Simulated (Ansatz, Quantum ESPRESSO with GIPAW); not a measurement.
# From a field gradient to a quadrupolar line: 17O in Al2O3

A plane-wave PAW calculation (PBEsol, Ansatz) gives this electric field gradient, in 10²¹ V/m² and Cartesian axes, at one O site of Al2O3 (atom 5; bridging Al-O-Al, 180°; site symmetry 2/m):

```
     -1.5866        1.4079        0.0000
      1.4079        4.6762        0.0000
      0.0000        0.0000       -3.0896
```

17O has spin 5/2, Q = -0.02558 barn and |γ|/2π = 5.7742 MHz/T. The cell is the Pnnm form of a database entry, atoms relaxed, static and at 0 K. 

**Task.** Find C_Q, η_Q and ν_Q, and the shift and width of the central transition under fast MAS at 9.4 T and 16.4 T.

1. The tensor is symmetric and traceless. Its eigenvalues, ordered by size, are V_xx = -1.8885, V_yy = -3.0896 and V_zz = 4.9781.

2. η_Q = (V_xx − V_yy)/V_zz = 0.241.

3. C_Q = eQV_zz/h. One unit of 10²¹ V/m² with one barn gives 24.18 MHz, so C_Q = 24.18 × −0.02558 × 4.9781 = -3.079 MHz. A spectrum shows its size, not its sign.

4. ν_Q = 3C_Q/[2I(2I−1)] = 0.462 MHz in size, and P_Q = |C_Q|√(1 + η²/3) = 3.109 MHz.

5. The resonances lie at ν0 = 54.28 and 94.70 MHz, so ν_Q/ν0 is 0.009 at most and second order holds. The centre of gravity moves by δ_Q = −(3/40)(P_Q/ν0)² F × 10⁶ ppm, with F = [I(I+1) − 3/4]/[I²(2I−1)²] = 0.08: -19.7 ppm at 9.4 T and -6.47 ppm at 16.4 T.

6. Summing the second-order term over orientations gives a full width of 44.8 ppm (2.4 kHz) and 14.7 ppm (1.4 kHz). In ppm both fall as 1/B²: (9.4/16.4)² = 0.329. The spinning rate must pass the static width for this shape to show cleanly.

[Banner, clock, file and message-heading lines were taken out of the pw.x and gipaw.x logs.]

[Logs are printed without paths, hosts, clocks, repeated set-up lines and the standing remarks that a program may print on its own settings, such as how far it seeks lower states.]

[Hosts, paths, dates, database ids (printed as entryN), source tags and the programs' standing remarks are cut or masked in the printed files.]
